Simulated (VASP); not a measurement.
# HC60N3 (a cell with a defect): single point with r2SCAN

HC60N3 (a cell with a defect):

```
H C N
1.0
     7.14000    0.00000    0.00000
     0.00000    7.14000    0.00000
     0.00000    0.00000    7.14000
H C N
1 60 3
Direct
  0.51644 0.51644 0.51644
  0.63191 0.63191 0.63191
  0.50149 0.75071 0.75071
  0.75071 0.50149 0.75071
  0.75071 0.75071 0.50149
  0.49509 0.25051 0.74946
  0.49509 0.74946 0.25051
  0.25051 0.49509 0.74946
  0.74946 0.49509 0.25051
  0.25051 0.74946 0.49509
  0.74946 0.25051 0.49509
  0.62358 0.37596 0.87342
  0.62358 0.87342 0.37596
  0.37596 0.62358 0.87342
  0.87342 0.62358 0.37596
  0.37596 0.87342 0.62358
  0.87342 0.37596 0.62358
  0.50509 0.25104 0.25104
  0.25104 0.50509 0.25104
  0.25104 0.25104 0.50509
  0.12740 0.62274 0.62274
  0.62274 0.12740 0.62274
  0.62274 0.62274 0.12740
  0.99996 0.49996 0.49996
  0.49996 0.99996 0.49996
  0.49996 0.49996 0.99996
  0.12782 0.37731 0.37731
  0.37731 0.12782 0.37731
  0.37731 0.37731 0.12782
  0.62393 0.87587 0.87587
  0.87587 0.62393 0.87587
  0.87587 0.87587 0.62393
  0.00112 0.74942 0.74942
  0.74942 0.00112 0.74942
  0.74942 0.74942 0.00112
  0.12373 0.37505 0.87613
  0.12373 0.87613 0.37505
  0.37505 0.12373 0.87613
  0.87613 0.12373 0.37505
  0.37505 0.87613 0.12373
  0.87613 0.37505 0.12373
  0.99875 0.24952 0.74934
  0.99875 0.74934 0.24952
  0.24952 0.99875 0.74934
  0.74934 0.99875 0.24952
  0.24952 0.74934 0.99875
  0.74934 0.24952 0.99875
  0.12378 0.12378 0.62469
  0.12378 0.62469 0.12378
  0.62469 0.12378 0.12378
  0.00174 0.25037 0.25037
  0.25037 0.00174 0.25037
  0.25037 0.25037 0.00174
  0.12494 0.87439 0.87439
  0.87439 0.12494 0.87439
  0.87439 0.87439 0.12494
  0.99997 0.99997 0.49989
  0.99997 0.49989 0.99997
  0.49989 0.99997 0.99997
  0.12540 0.12540 0.12540
  0.99978 0.99978 0.99978
  0.63516 0.36481 0.36481
  0.36481 0.63516 0.36481
  0.36481 0.36481 0.63516
```

The cell was built by a generator and needn't be a form met in nature.

```yaml
Program: VASP 6.6.1
Task: single point
Functional: r2SCAN
Potentials_or_basis: VASP PAW PBE potentials, release 64 (H, C, N)
Cutoff: 520 eV
k_mesh: 2 × 2 × 2
Occupations: gaussian, width 0.03 eV
Spin: no spin polarisation
Further_INCAR_settings: ALGO = Normal; EDIFF = 1e-07; NBANDS = 166
```

```
Pressure               : -3.5 GPa
Largest force          : 4.452 eV/Å
Band gap on the k mesh : 3.48 eV, indirect (least direct gap 3.52 eV)
```

Forces in eV/Å, atoms in the order of the input:
```
H    2.570  2.570  2.570
C   -1.937 -1.937 -1.937
C    0.197 -0.308 -0.308
C   -0.308  0.197 -0.308
C   -0.308 -0.308  0.197
C    0.143 -0.063  0.097
C    0.143  0.097 -0.063
C   -0.063  0.143  0.097
C    0.097  0.143 -0.063
C   -0.063  0.097  0.143
C    0.097 -0.063  0.143
C    0.027  0.045  0.002
C    0.027  0.002  0.045
C    0.045  0.027  0.002
C    0.002  0.027  0.045
C    0.045  0.002  0.027
C    0.002  0.045  0.027
C   -0.026 -0.165 -0.165
C   -0.165 -0.026 -0.165
C   -0.165 -0.165 -0.026
C   -0.005 -0.041 -0.041
C   -0.041 -0.005 -0.041
C   -0.041 -0.041 -0.005
C   -0.030  0.002  0.002
C    0.002 -0.030  0.002
C    0.002  0.002 -0.030
C   -0.001  0.044  0.044
C    0.044 -0.001  0.044
C    0.044  0.044 -0.001
C   -0.074  0.063  0.063
C    0.063 -0.074  0.063
C    0.063  0.063 -0.074
C   -0.017  0.021  0.021
C    0.021 -0.017  0.021
C    0.021  0.021 -0.017
C    0.020 -0.015 -0.037
C    0.020 -0.037 -0.015
C   -0.015  0.020 -0.037
C   -0.037  0.020 -0.015
C   -0.015 -0.037  0.020
C   -0.037 -0.015  0.020
C   -0.006 -0.031 -0.023
C   -0.006 -0.023 -0.031
C   -0.031 -0.006 -0.023
C   -0.023 -0.006 -0.031
C   -0.031 -0.023 -0.006
C   -0.023 -0.031 -0.006
C    0.028  0.028  0.004
C    0.028  0.004  0.028
C    0.004  0.028  0.028
C    0.009 -0.025 -0.025
C   -0.025  0.009 -0.025
C   -0.025 -0.025  0.009
C    0.011 -0.006 -0.006
C   -0.006  0.011 -0.006
C   -0.006 -0.006  0.011
C    0.031  0.031  0.068
C    0.031  0.068  0.031
C    0.068  0.031  0.031
C   -0.003 -0.003 -0.003
C   -0.008 -0.008 -0.008
N   -0.193 -0.086 -0.086
N   -0.086 -0.193 -0.086
N   -0.086 -0.086 -0.193
```

Stress tensor (GPa, compression positive):
```
-3.46 -1.15 -1.15
-1.15 -3.46 -1.15
-1.15 -1.15 -3.46
```

Levels at points of the mesh, in eV from the valence-band top:
| k point | band 125 | band 126 | band 127 | band 128 | band 129 | band 130 | band 131 | band 132 |
| --- | --- | --- | --- | --- | --- | --- | --- | --- |
| (0.00, 0.00, 0.00) | -1.60 | -0.53 | -0.53 | 0.00 | 3.52 | 3.73 | 3.73 | 3.98 |
| (0.50, 0.00, 0.00) | -2.27 | -1.50 | -1.32 | -0.42 | 3.48 | 3.62 | 4.52 | 4.92 |
| (0.50, 0.50, 0.00) | -1.71 | -1.62 | -0.96 | -0.26 | 4.90 | 4.94 | 5.17 | 5.38 |
| (0.50, 0.50, 0.50) | -2.47 | -1.17 | -1.17 | -0.19 | 4.80 | 4.80 | 4.98 | 5.35 |

Wall time 14 min on 1 thread of Intel(R) Xeon(R) 6975P-C (Granite Rapids) (shared host), peak memory 0.53 GiB.

Caveat: the k mesh is coarse (spacing up to 0.44 Å⁻¹), so the values aren't converged; the PAW data sets were made with another functional, which shifts forces and pressure a little. r2SCAN opens gaps a little over a GGA but as a rule still falls short of measured ones.
